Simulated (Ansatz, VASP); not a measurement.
## RbBr: VASP beside Ansatz

```
CELL_PARAMETERS angstrom
4.08259 0.00000 0.00000
0.00000 4.08259 0.00000
0.00000 0.00000 4.08259
ATOMIC_POSITIONS crystal
Rb 0.00000 0.00000 0.00000
Br 0.50000 0.50000 0.50000
```

Alike in both runs: task single point; functional r2SCAN; k mesh 6 × 6 × 6; no spin polarisation.

```csv
,VASP,Ansatz
version,VASP 6.6.1,Ansatz 0.2.0
potentials or method,"VASP PAW PBE potentials, release 64 (Rb_sv, Br)","plane waves, PAW"
plane-wave cutoff (eV),520,500
occupations,"gaussian, width 0.01 eV",fixed
valence electrons in the cell,16,16
```

```csv
,VASP,Ansatz,Ansatz less VASP
gap on the k mesh at the Fermi level (eV),4.96,4.95,-0.003
pressure (GPa),0.7,0.6,-0.03
```

Caveats: the PAW data sets were made with another functional, which shifts forces and pressure a little (VASP). A k mesh can miss the band edges. r2SCAN opens gaps a little over a GGA but as a rule still falls short of measured ones.
